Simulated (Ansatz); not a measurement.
# SiGe₅: competing structures

Theory: DFT PBE, scalar-relativistic, plane waves, PAW (Ansatz). All cells share a 420 eV cutoff and Γ-centred k meshes spaced at most about 0.3 Å⁻¹ (about 0.25 or finer for metals, 2π included). No spin polarisation.

The zero of energy is the elements' standard structures at the same level; no fitted shifts are applied.

These are static total energies at zero pressure. Larger cells and other orderings weren't all tried, so the list isn't exhaustive. For metals, differences of a few meV/atom aren't resolved. Weakly bound directions are ill-defined at this level, which has no dispersion term (P-3m1 at 19.0 Å³/atom), and this can change margins and order among such cells. Kohn–Sham gaps at this level usually fall short of measured ones. The zero gap of P-3m1 at 23.2 Å³/atom may come from the functional, which often closes small gaps.

Invented guesses were relaxed alike, and ends that match in structure were merged. ΔE counts from the first row. Coordination counts Ge atoms around Si (those within 1.25 times the shortest such distance or 1.15 times the sum of covalent radii, 1.27 where that leaves under three; a plus sign parts nearer from farther groups; the shortest distance is added where it exceeds 1.18 times the sum of covalent radii). The ends were matched against large subsets of the Crystallography Open Database and the Materials Project, so a missing match doesn't prove that a structure is unreported.

| # | reached from | type and space group | atoms | Å³/atom | coordination | ΔE (meV/atom) | gap on mesh (eV) | in databases |
| --- | --- | --- | --- | --- | --- | --- | --- | --- |
| 1 | a cell proposed by chemical analogy | Imm2 (No. 44) | 6 | 23.2 | Si 4 | 0 | 0.13 | no match |
| 2 | a cell proposed by chemical analogy | P-3m1 (No. 164) | 12 | 23.2 | Si 1 | 1 | 0.00 | no match |
| 3 | a cell proposed by chemical analogy | I-4m2 (No. 119) | 6 | 23.2 | Si 4 | 1 | 0.13 | no match |
| 4 | a cell proposed by chemical analogy | P3m1 (No. 156) | 6 | 23.2 | Si 4 | 2 | 0.05 | no match |
| 5 | random cell | I4/mmm (No. 139) | 6 | 20.8 | Si 8 from 2.8 Å | 372 | 0.00 | no match |
| 6 | Si and Ge ordered on fcc sites | P4/mmm (No. 123) | 6 | 18.7 | Si 8 from 2.8 Å | 372 | 0.00 | no match |
| 7 | Si and Ge ordered on fcc sites | Pmmm (No. 47) | 6 | 18.8 | Si 8+2 from 2.8 Å | 373 | 0.00 | no match |
| 8 | MgCd5 type (P-6m2) | P-6m2 (No. 187) | 6 | 18.6 | Si 6 from 2.8 Å | 374 | 0.00 | no match |
| 9 | Si and Ge ordered on fcc sites | P-3m1 (No. 164) | 6 | 19.0 | Si 6 from 2.8 Å | 375 | 0.00 | no match |
| 10 | Si and Ge ordered on hcp sites | P-62m (No. 189) | 6 | 18.7 | Si 12 from 2.9 Å | 387 | 0.00 | no match |
| 11 | BaSn5 type (P6/mmm) | P6/mmm (No. 191) | 6 | 18.7 | Si 2+12 from 2.8 Å | 399 | 0.00 | no match |
| 12 | random cell | P4/mmm (No. 123) | 6 | 24.6 | Si 8 | 451 | 0.00 | no match |
| 13 | ErCu5 type (F-43m) | F-43m (No. 216) | 6 | 19.8 | Si 16 from 3.2 Å | 546 | 0.00 | no match |
| 14 | EuNi5 type (P6/mmm) | P6/mmm (No. 191) | 6 | 20.8 | Si 6+12 from 3.0 Å | 571 | 0.00 | no match |
| 15 | random cell | F-43m (No. 216) | 6 | 32.6 | Si 12+6 from 3.8 Å | 1067 | 0.00 | no match |

The first two are tied within the noise. The first: Space group Imm2 (No. 44), orthorhombic, a = 4.033 Å, b = 12.097 Å, c = 5.705 Å. Si is surrounded by 4 Ge at 2.43–2.44 Å; Ge on a site of symmetry m has 4 Ge at 2.48–2.49 Å; Ge on a second site of symmetry m has 1 Si at 2.43 Å and 3 Ge at 2.48–2.49 Å; Ge on a site of symmetry mm2 has 2 Si at 2.44 Å and 2 Ge at 2.49 Å. Its energy over the elements is +0.008 eV/atom. The formation energy is too near zero to say whether this cell lies below the elements. An observed structure of this formula, if there is one, may be missing.

```cif
data_structure
_symmetry_space_group_name_H-M 'Imm2'
_symmetry_Int_Tables_number 44
_cell_length_a 4.0329
_cell_length_b 12.0975
_cell_length_c 5.7050
_cell_angle_alpha 90.000
_cell_angle_beta 90.000
_cell_angle_gamma 90.000
_cell_volume 278.34
loop_
_atom_site_label
_atom_site_type_symbol
_atom_site_symmetry_multiplicity
_atom_site_Wyckoff_symbol
_atom_site_fract_x
_atom_site_fract_y
_atom_site_fract_z
_atom_site_occupancy
Si1 Si 2 a 0.00000 0.00000 0.99998 1
Ge1 Ge 4 d 0.50000 0.16610 0.49999 1
Ge2 Ge 4 d 0.50000 0.33624 0.74578 1
Ge3 Ge 2 b 0.50000 0.00000 0.75847 1
```

The second: Space group P-3m1 (No. 164), trigonal, a = 4.035 Å, c = 19.775 Å. Si is surrounded by 1 Ge at 2.43 Å and 3 Si at 2.44 Å; Ge on its first site has 1 Si at 2.43 Å and 3 Ge at 2.48 Å; around Ge on its second site lie 4 Ge at 2.48–2.49 Å; Ge on its third site has 4 Ge at 2.48–2.49 Å; 2 more sites not described. Counting Ge atoms around Si, the first has Si 4 and the second has Si 1. Cells relaxed within their symmetry can be saddle points.
